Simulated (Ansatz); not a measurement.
Pd:

```xyz
2
Lattice="2.7837 0.0000 0.0000 -1.3918 2.4107 0.0000 0.0000 0.0000 4.6289" Properties=species:S:1:pos:R:3 pbc="T T T"
Pd    0.0000    1.6071    1.1572
Pd    1.3918    0.8036    3.4717
```

This isn't the form of Pd at room conditions, which is fcc.

Program: Ansatz 0.2.0. Alike in all runs: potentials or basis Ansatz PAW; no spin polarisation; cell as given; k mesh 6 × 6 × 3; smearing fermi-dirac 0.05 eV; the mesh is coarse, so values aren't converged.

Problem. Order these runs on this cell by their pressure, lowest first.
A. level r2SCANh; cutoff (eV) 500
B. level HF; cutoff (eV) 420
C. level r2SCAN50; cutoff (eV) 500
D. level HSEsol; cutoff (eV) 420; points for each segment of the path 4

Solution. D (-13.3 GPa), C (-10.9 GPa), A (-8.3 GPa), B (10.8 GPa).

Caveats: all runs use coarse meshes; the PAW data sets come from PBE, with cores solved anew for the run's functional, which leaves a small shift of forces and pressure; the thresholds are loose for stress.
